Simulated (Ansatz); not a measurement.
# Te2Mo (P2_1/m) in Ansatz: settings compared

The runs below take Te2Mo through band structure, with revPBE, PBE.

All numbers are computed with Ansatz 0.2.0; they aren't measurements. Logs are shortened: lines on timing, memory, paths and dates and some standing lists are left out, and cuts for length are marked.

**1. The crystal as given**

Symmetry: P2_1/m, No. 11, monoclinic system. The conventional cell has a = 6.330 Å, b = 3.469 Å, c = 13.860 Å, α = 90.00°, β = 93.92°, γ = 90.00°. Te (site symmetry m) has 3 Mo at 2.79 to 2.81 Å as nearest neighbours. Te (site symmetry m) has 3 Mo at 2.70 Å as nearest neighbours. Te (site symmetry m) is surrounded by 3 Mo at 2.79 to 2.82 Å. Around Te (site symmetry m) lie 3 Mo at 2.70 to 2.71 Å. Mo (site symmetry m) is surrounded by 6 Te at 2.70 to 2.82 Å and 2 Mo at 2.89 Å. Mo (site symmetry m) has 6 Te at 2.70 to 2.81 Å and 2 Mo at 2.90 Å as nearest neighbours.

**2. Band structure, revPBE**

File input.yaml:

```yaml
crystal:
  lattice:
    - [6.33, 0.0, 0.0]
    - [0.0, 3.469, 0.0]
    - [-0.9467947088, 0.0, 13.8276237937]
  atoms:
    - { symbol: Te, position: [0.9437, 0.75, 0.6045] }
    - { symbol: Te, position: [0.0563, 0.25, 0.3955] }
    - { symbol: Te, position: [0.903, 0.25, 0.8514] }
    - { symbol: Te, position: [0.097, 0.75, 0.1486] }
    - { symbol: Te, position: [0.4112, 0.75, 0.8955] }
    - { symbol: Te, position: [0.5888, 0.25, 0.1045] }
    - { symbol: Te, position: [0.4432, 0.25, 0.6484] }
    - { symbol: Te, position: [0.5568, 0.75, 0.3516] }
    - { symbol: Mo, position: [0.8167, 0.75, 0.9926] }
    - { symbol: Mo, position: [0.1833, 0.25, 0.0074] }
    - { symbol: Mo, position: [0.6819, 0.25, 0.4934] }
    - { symbol: Mo, position: [0.3181, 0.75, 0.5066] }
hamiltonian:
  xc: revpbe
  pseudopotentials: { kind: paw }
kpoints:
  mp_grid: { grid: [4, 8, 2] }
  band_path:
    path:
      - [[0.0, 0.0, 0.0], [0.0, 0.0, 0.5], [-0.4866717952, 0.0, 0.5727927773], [-0.5, 0.0, 0.5], [-0.5, 0.5, 0.5], [-0.5133282048, 0.5, 0.4272072227], [-0.5, 0.5, 0.0], [-0.5, 0.0, 0.0], [-0.5133282048, 0.0, 0.4272072227]]
      - [[-0.4866717952, 0.5, 0.5727927773], [0.0, 0.5, 0.5], [0.0, 0.5, 0.0]]
      - [[0.0, 0.0, 0.5], [0.0, 0.5, 0.5]]
    npoints: 10
scf:
  occupations: { method: fermi_dirac, width: 0.05 }
  n_extra_bands: 30
output:
  forces: true
  stress: true
  eigenvalues: true
  fatbands: false
  write_density: true
  write_potential: true
  elf: true
  volumetric_format: npy
```

Potentials or basis: Ansatz PAW.

Command:

```bash
$ ansatz run input.yaml --threads 2 --pin off --max-ram 5120MiB --backend cpu --events-out ev --progress --plain --runs-dir out
```

The log of the run:

```text
Warning: RAYON_NUM_THREADS=2 ignored (pool sized by the plan → 2); use --threads N
scf.n_extra_bands = 30 over 92 filled bands (N_el = 184.0): the run solves 122 bands
Engine: ansatz 0.2.0, aarch64-unknown-linux-gnu
Pseudopotentials: kind: paw
Pseudopotential: Te, paw, valence charge 16, recommended cutoff 420 eV (normal), Te.paw.azcp
Pseudopotential: Mo, paw, valence charge 14, recommended cutoff 420 eV (normal), Mo.paw.azcp
Functional definition: revPBE
  parameter kappa = 1.245
  parameter beta = 0.06672455060314922
  exchange = pbe_x(kappa = kappa, mu = beta*pi^2/3)
  correlation = pbe_c(beta = beta)
Crystal: 12 atoms, lattice volume = 303.638 Å³
Basis set: ecut = 420 eV, 5919 PW (Γ), exchange–correlation on 90×48×192 points (8 copies of the dense FFT grid, shifted against one another)
Bands: 122, of which v1, the nominal top of the filled ones, is band 92 counted from 1 (91 counted from 0)
Symmetry: 4 space group operations
Space group: P21/m (ITA 11), of the structure as read, at distance tolerance 6.7e-5 Å
k-points: 30 of 64
Non-local potential: Te, projectors of the file, l = 0: 2, l = 1: 2, l = 2: 2, l = 3: 2
Non-local potential: Mo, projectors of the file, l = 0: 3, l = 1: 2, l = 2: 2, l = 3: 1
PAW form: soft (Blöchl's): semilocal exchange-correlation on the pseudo side does not see the compensation charge
PAW frozen core: Te, regenerated for the run's functional, and the local potential with it (the file was generated under x = pbe(κ = 0.804, μ = 0.2195149727645171), c = pbe(β = 0.06672455060314922))
PAW frozen core: Mo, regenerated for the run's functional, and the local potential with it (the file was generated under x = pbe(κ = 0.804, μ = 0.2195149727645171), c = pbe(β = 0.06672455060314922))
PAW one-centre angular grid: Te, 590 points (default); XC on 64 Gauss nodes
PAW one-centre angular grid: Mo, 590 points (default); XC on 64 Gauss nodes
Initial density: superposition of atomic densities (neutral atoms: chi_scale 0, normalization atom), corrected by the library's trained network
Initial wavefunctions: pseudopotential atomic-orbital guess
Functional: x = revpbe(κ = 1.245, μ = 0.2195149727645171), c = pbe(β = 0.06672455060314922)
SCF iter   1: F=—  HF=-75736.804602 eV  |F-HF|=—  |Δ(HF+E_count)|=         —  Δρ=4.34e-3  dr2=3.66e-2  ethr=1.77e-3  ⟨swp⟩=6.0  Hψ=13936  notcnv=0  defer=266
preconditioner: auto → LDOS  [metal: Δε(μ)=0.007 eV  Ē_g=8.915 eV  σ=0.050 eV  W_gap=0.03  n_scr=82 (ndim 8)  ℏωp=18.1 eV  f_vac=0.028  D(μ)=4.25/eV (n_scr^D=16)  β→1.0]
SCF iter   2: F=—  HF=-75736.826570 eV  |F-HF|=—  |Δ(HF+E_count)|=   2.20e-2  Δρ=1.76e-3  dr2=3.45e-2  ethr=1.99e-5  ⟨swp⟩=3.0  Hψ=8051  notcnv=0  defer=556
SCF iter   3: F=—  HF=-75736.823305 eV  |F-HF|=—  |Δ(HF+E_count)|=   3.26e-3  Δρ=8.50e-4  dr2=7.71e-3  ethr=1.88e-5  ⟨swp⟩=2.0  Hψ=4172  notcnv=0  defer=556
SCF iter   4: F=—  HF=-75736.822712 eV  |F-HF|=—  |Δ(HF+E_count)|=   5.93e-4  Δρ=2.71e-4  dr2=6.74e-4  ethr=4.19e-6  ⟨swp⟩=1.9  Hψ=3349  notcnv=0  defer=556
SCF iter   5: F=—  HF=-75736.822637 eV  |F-HF|=—  |Δ(HF+E_count)|=   7.46e-5  Δρ=5.74e-5  dr2=3.32e-5  ethr=3.66e-7  ⟨swp⟩=2.0  Hψ=3703  notcnv=0  defer=556
SCF iter   6: F=—  HF=-75736.822640 eV  |F-HF|=—  |Δ(HF+E_count)|=   2.31e-6  Δρ=1.35e-5  dr2=8.67e-7  ethr=1.80e-8  ⟨swp⟩=2.0  Hψ=4066  notcnv=0  defer=556
SCF iter   7: F=-75736.822640 eV  HF=-75736.822640 eV  |F-HF|=7.16e-9  |Δ(HF+E_count)|=   1.88e-7  Δρ=3.29e-6  dr2=3.76e-8  ethr=5.43e-11  ⟨swp⟩=14.8  Hψ=30456  notcnv=0
SCF 1 converged in 7 iterations: F = -75736.822640 eV  dr2 = 3.76e-8
NSCF: frozen V_eff on 113 k-points
SCF converged after 7 iterations
Free energy (F): -75736.822640 eV
Harris-Foulkes:  -75736.822640 eV  (|F-HF|=7.16e-9)
Internal energy: -75736.787980 eV  (E = F + TS)
E sigma→0 (E₀):  -75736.805310 eV
Entropy (-TS):   -0.034660 eV (-2.888 meV/atom)
Fermi energy:    12.577033 eV
--- Per-component energies (eV) ---
  E_band       = -2318.917752
  E_kinetic    = 3215.936835
  E_local      = -15184.371541  (includes V_loc(G=0)·N_el)
  E_nonlocal   = -1914.994789
  E_hartree    = 8465.253092
  E_xc         = -1732.690151
  E_vxc        = -1752.735339  (∫ρ·V_xc dr)
  E_paw        = -50176.354404  (= ΣΔE_a)
  E_vpaw       = -3613.253418  (= ΣTr[D̂ρ^β])
  E_aug_tail   = -0.001258  (compensation charges beyond the density's cutoff)
  E_ewald      = -18409.080843
  E_core_change = -0.484920  (= ΣΔE_core)
  E_smearing   = -0.034660  (= −TS)
  E_closure    = -0.000000  (closes the sum)
  Σ components = -75736.822640   (vs F -75736.822640, Δ=0.00e0)
--- Forces (eV/Å), atoms counted from 1 ---
  atom   1  Te     0.08490695     0.00000000     0.11167267
  atom   2  Te    -0.08490695     0.00000000    -0.11167267
  atom   3  Te    -0.01142151     0.00000000    -0.21552425
  atom   4  Te     0.01142151     0.00000000     0.21552425
  atom   5  Te     0.06626619     0.00000000    -0.07218971
  atom   6  Te    -0.06626619     0.00000000     0.07218971
  atom   7  Te    -0.02277849     0.00000000     0.17373002
  atom   8  Te     0.02277849     0.00000000    -0.17373002
  atom   9  Mo     0.06752875     0.00000000     0.01980028
  atom  10  Mo    -0.06752875     0.00000000    -0.01980028
  atom  11  Mo    -0.15828466     0.00000000     0.02912425
  atom  12  Mo     0.15828466     0.00000000    -0.02912425
  max |Σ_I F_I| component: 0.00e0 eV/Å
--- Stress (GPa, compression-positive) ---
        4.192224       0.000000       0.088351
        0.000000       3.753585       0.000000
        0.088351       0.000000       3.840284
  P = ⅓ Tr σ = 3.9287 GPa (39.287 kbar)
--- Band table (eV; the first three rows and the last of 30) ---
  k-point 0: bands = ["-48.5161", "-48.4915", "-48.4595", "-48.4335", "-24.5143", "-24.5078", "-24.4983", "-24.4976", "-24.4821", "-24.4750", "-24.4703", "-24.4645", "-24.4639", "-24.4635", "-24.4548", "-24.4411", "-24.4375", "-24.4331", "-24.4307", "-24.4306", "-24.4226", "-24.4144", "-24.4103", "-24.4088", "-24.3997", "-24.3973", "-24.3964", "-24.3943", "-24.3778", "-24.3741", "-24.3676", "-24.3607", "-24.3587", "-24.3554", "-24.3293", "-24.3231", "-24.3176", "-24.3158", "-24.3075", "-24.3034", "-24.2856", "-24.2780", "-24.2702", "-24.2659", "-22.7593", "-22.7376", "-22.6771", "-22.6567", "-22.6531", "-22.6316", "-22.5229", "-22.4985", "-22.4954", "-22.4706", "-22.3458", "-22.3187", "-0.6134", "-0.2936", "0.2976", "0.8183", "1.2513", "1.4453", "1.4501", "1.6955", "6.6248", "6.7992", "6.9267", "7.4794", "7.9210", "8.0817", "8.3264", "8.4813", "9.0817", "9.9737", "9.9976", "10.0645", "10.0762", "10.1172", "10.2353", "10.5694", "10.7412", "10.7614", "11.1570", "11.3066", "11.6361", "11.8466", "11.9556", "12.0744", "12.1463", "12.4601", "12.6672", "12.6935", "13.0169", "13.2611", "13.4780", "13.5734", "13.7011", "14.3549", "14.5905", "14.6128", "14.8155", "15.2632", "15.5526", "15.5681", "15.7346", "15.8762", "16.0188", "16.1763", "17.1419", "17.2772", "17.6713", "18.0646", "18.3923", "18.6115", "18.9012", "19.3656", "19.7737", "20.0137", "20.1086", "20.2203", "20.8017", "20.9111"]
  k-point 1: bands = ["-48.5161", "-48.4915", "-48.4595", "-48.4335", "-24.5143", "-24.5078", "-24.4983", "-24.4976", "-24.4821", "-24.4750", "-24.4703", "-24.4644", "-24.4639", "-24.4635", "-24.4548", "-24.4411", "-24.4375", "-24.4331", "-24.4308", "-24.4306", "-24.4226", "-24.4144", "-24.4103", "-24.4088", "-24.3997", "-24.3973", "-24.3964", "-24.3943", "-24.3778", "-24.3741", "-24.3676", "-24.3607", "-24.3588", "-24.3554", "-24.3293", "-24.3231", "-24.3176", "-24.3158", "-24.3075", "-24.3035", "-24.2856", "-24.2780", "-24.2702", "-24.2659", "-22.7593", "-22.7376", "-22.6771", "-22.6567", "-22.6531", "-22.6316", "-22.5229", "-22.4985", "-22.4954", "-22.4706", "-22.3458", "-22.3187", "-0.5067", "-0.4718", "0.5803", "0.6069", "1.2740", "1.2873", "1.6294", "1.6479", "6.7258", "6.7736", "7.2143", "7.2512", "7.6500", "7.7731", "8.4689", "8.6792", "9.5392", "9.6831", "10.0068", "10.0273", "10.0812", "10.1125", "10.3556", "10.4057", "10.7008", "10.8602", "11.1203", "11.2124", "11.7726", "11.8061", "11.8836", "11.9357", "12.5076", "12.5444", "12.5601", "12.5614", "13.0327", "13.1427", "13.4968", "13.5580", "14.0725", "14.2896", "14.6041", "14.6790", "14.6793", "14.6941", "15.8184", "15.8228", "15.8379", "15.8659", "15.9318", "15.9363", "17.2997", "17.4539", "17.7114", "17.9026", "18.3994", "18.4378", "19.0895", "19.1592", "19.6400", "19.6781", "20.5263", "20.5383", "20.9985", "21.1366"]
  k-point 2: bands = ["-48.5131", "-48.4884", "-48.4609", "-48.4349", "-24.5115", "-24.5044", "-24.4992", "-24.4987", "-24.4791", "-24.4716", "-24.4713", "-24.4655", "-24.4651", "-24.4649", "-24.4540", "-24.4414", "-24.4386", "-24.4334", "-24.4322", "-24.4311", "-24.4218", "-24.4109", "-24.4091", "-24.4070", "-24.4000", "-24.3979", "-24.3977", "-24.3959", "-24.3744", "-24.3708", "-24.3682", "-24.3621", "-24.3604", "-24.3571", "-24.3299", "-24.3229", "-24.3192", "-24.3160", "-24.3072", "-24.3032", "-24.2854", "-24.2782", "-24.2699", "-24.2657", "-22.7561", "-22.7345", "-22.6974", "-22.6736", "-22.6474", "-22.6222", "-22.5426", "-22.5153", "-22.4870", "-22.4590", "-22.3473", "-22.3201", "-0.4367", "-0.1185", "0.4178", "0.9215", "1.3394", "1.5237", "1.5612", "1.8005", "6.8073", "6.9868", "7.0979", "7.5820", "7.9618", "8.2780", "8.4284", "8.4720", "9.0051", "9.5624", "9.6792", "9.7736", "9.9168", "10.1602", "10.2547", "10.2887", "10.6959", "10.7730", "10.7738", "11.2018", "11.3932", "11.6094", "11.6476", "11.6530", "11.9903", "12.3241", "12.3273", "12.4756", "12.5774", "12.8307", "13.7075", "13.8345", "13.8969", "14.3204", "14.4394", "14.4803", "14.6897", "14.7316", "14.8810", "15.0690", "15.3047", "15.7418", "15.7615", "15.9215", "17.4119", "17.4704", "18.2824", "18.6689", "19.3362", "19.4076", "19.6398", "19.9065", "20.2733", "20.3721", "20.6170", "20.6366", "20.7965", "20.9458"]
  k-point 29: bands = ["-48.4821", "-48.4821", "-48.4568", "-48.4568", "-24.5106", "-24.5106", "-24.4860", "-24.4860", "-24.4768", "-24.4768", "-24.4765", "-24.4765", "-24.4538", "-24.4538", "-24.4468", "-24.4468", "-24.4440", "-24.4440", "-24.4328", "-24.4328", "-24.4143", "-24.4143", "-24.4045", "-24.4045", "-24.3992", "-24.3992", "-24.3885", "-24.3885", "-24.3691", "-24.3691", "-24.3686", "-24.3686", "-24.3521", "-24.3521", "-24.3308", "-24.3308", "-24.3189", "-24.3189", "-24.3036", "-24.3036", "-24.2812", "-24.2812", "-24.2662", "-24.2662", "-22.7996", "-22.7996", "-22.7768", "-22.7768", "-22.5834", "-22.5834", "-22.5574", "-22.5574", "-22.4071", "-22.4071", "-22.3793", "-22.3793", "1.5205", "1.5205", "1.6211", "1.6211", "1.8935", "1.8935", "1.9581", "1.9581", "6.6015", "6.6015", "6.6757", "6.6757", "7.6073", "7.6073", "7.7256", "7.7256", "8.9198", "8.9198", "9.1557", "9.1557", "9.8863", "9.8863", "9.9648", "9.9648", "10.2076", "10.2076", "10.2676", "10.2676", "10.6860", "10.6860", "10.7739", "10.7739", "11.5157", "11.5157", "11.5970", "11.5970", "13.6093", "13.6093", "13.6290", "13.6290", "14.2288", "14.2288", "14.3289", "14.3289", "14.7489", "14.7489", "14.8901", "14.8901", "15.8624", "15.8624", "15.9977", "15.9977", "17.1128", "17.1128", "17.2898", "17.2898", "17.6556", "17.6556", "17.8858", "17.8858", "18.6645", "18.6645", "18.9168", "18.9168", "19.6629", "19.6629"]
```

Wall time 1.8 min (2 threads of Arm Neoverse V1, shared host); peak memory 2.3 GiB.

Results:

* Free energy: -75736.8226 eV
* Pressure: 3.9 GPa
* Largest force: 0.216 eV/Å
* Band gap on the k mesh: none (metal or under the smearing width)

Forces in eV/Å, atoms in the order of the input:
```
Te   0.085  0.000  0.112
Te  -0.085  0.000 -0.112
Te  -0.011  0.000 -0.216
Te   0.011  0.000  0.216
Te   0.066  0.000 -0.072
Te  -0.066  0.000  0.072
Te  -0.023  0.000  0.174
Te   0.023  0.000 -0.174
Mo   0.068  0.000  0.020
Mo  -0.068  0.000 -0.020
Mo  -0.158  0.000  0.029
Mo   0.158  0.000 -0.029
```

Levels at the corners of the path, in eV from the Fermi level:
```
point  band 89  band 90  band 91  band 92  band 93  band 94  band 95  band 96
    Γ    -0.43    -0.12     0.09     0.12     0.44     0.68     0.90     1.00
    Y    -0.07    -0.03    -0.02    -0.02     0.46     0.57     0.92     0.98
    H    -0.87    -0.82    -0.66    -0.42    -0.03     0.03     0.86     0.94
    C    -0.87    -0.82    -0.65    -0.42    -0.03     0.03     0.85     0.94
    E    -1.06    -1.06    -0.98    -0.98     1.03     1.03     1.05     1.05
   M1    -1.06    -1.06    -0.98    -0.98     1.03     1.03     1.05     1.05
    A    -1.07    -1.07    -0.98    -0.98     1.02     1.02     1.08     1.08
    X    -0.87    -0.82    -0.66    -0.57    -0.07    -0.01     0.89     0.91
   H1    -0.87    -0.82    -0.66    -0.42    -0.03     0.03     0.86     0.94
    M    -1.06    -1.06    -0.98    -0.98     1.03     1.03     1.05     1.05
    D    -1.56    -1.56    -1.48    -1.48     1.02     1.02     1.16     1.16
    Z    -1.52    -1.52    -1.47    -1.47     1.03     1.03     1.17     1.17
    Y    -0.07    -0.03    -0.02    -0.02     0.46     0.57     0.92     0.98
    D    -1.56    -1.56    -1.48    -1.48     1.02     1.02     1.16     1.16
```

Caveat: spin-orbit coupling is left out, which moves the levels of the heavy elements; the PAW data sets come from PBE, with cores solved anew for the run's functional, which leaves a small shift of forces and pressure.

(Part 1 of 2 ends here.)
